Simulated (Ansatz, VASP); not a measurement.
**TiB: VASP beside Ansatz**

```
Ti B
1.0
     0.00000    2.37742    2.37742
     2.37742    0.00000    2.37742
     2.37742    2.37742    0.00000
Ti B
1 1
Direct
  0.75000 0.75000 0.75000
  0.00000 0.00000 0.00000
```

Alike in both runs: task single point; functional PBEsol; k mesh 14 × 14 × 14; occupations gaussian, width 0.1 eV; no spin polarisation.

|  | VASP | Ansatz |
| --- | --- | --- |
| version | VASP 6.6.1 | Ansatz 0.2.0 |
| potentials or method | VASP PAW PBE potentials, release 64 (Ti_sv, B) | scalar-relativistic, plane waves, PAW |
| plane-wave cutoff (eV) | 520 | 420 |
| valence electrons in the cell | 15 | 15 |

```tsv
	VASP	Ansatz	Ansatz less VASP
gap on the k mesh at the Fermi level (eV)	none	none	-
pressure (GPa)	12.2	12.1	-0.07
```

A gap of «none» marks a metal or a gap that the smearing closes.

Caveats: the PAW data sets were made with another functional, which shifts forces and pressure a little (VASP).
